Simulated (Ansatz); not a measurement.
## What a change of settings does to a run on TaN

The cell is COD entry 1538016, as deposited and not checked against the literature; nothing was relaxed. The listed cell was then made from it by scaling, straining or moving an atom.

First run: DFT, LDA, PAW with Ansatz's default frozen-core files, scalar-relativistic (Ansatz 0.2.0).

Command: `ansatz run input.yaml --threads 1 --pin off --max-ram 2048MiB --backend cpu --events-out ev --progress --plain --runs-dir out` The run took 6.6 s on 1 thread of Intel(R) Xeon(R) Platinum 8259CL CPU @ 2.50GHz (Skylake/Cascade Lake), on a shared host, peak memory 0.44 GiB.

```yaml
crystal:
  lattice:
    - [2.8982913036, 0.0, 0.0]
    - [-1.4491456518, 2.5099938965, 0.0]
    - [0.0, 0.0, 2.8440357641]
  atoms:
    - { symbol: Ta, position: [0.3333333333, 0.6666666667, 0.5] }
    - { symbol: "N", position: [0.0, 0.0, 0.0] }
kpoints:
  mp_grid: { grid: [12, 12, 10] }
scf:
  occupations: { method: fermi_dirac, width: 0.02 }
hamiltonian:
  xc: lda
  pseudopotentials: { kind: paw }
output:
  forces: true
  stress: true
  eigenvalues: true
  efg: { contact_densities: true }
  write_density: true
  write_potential: true
  elf: true
  volumetric_format: npy
```

Result: converged; pressure 3.25 GPa; no gap on the k mesh; 6 SCF iterations.

No spin–orbit coupling, which matters for the heavy atoms here.

The input is then changed:

```diff
@@ -11,6 +11,7 @@
 scf:
   occupations: { method: fermi_dirac, width: 0.02 }
+  mixing: { algorithm: broyden, beta: 0.3, ndim: 16 }
 hamiltonian:
-  xc: lda
+  xc: pbe
   pseudopotentials: { kind: paw }
 output:
@@ -19,7 +20,5 @@
   eigenvalues: true
   efg: { contact_densities: true }
-  write_density: true
-  write_potential: true
-  elf: true
-  volumetric_format: npy
+basis:
+  ecutwfc: "550 eV"
```

**Question.** What does the second run give?

**Answer.** It converged; pressure 20.6 GPa; no gap on the k mesh; 7 SCF iterations.
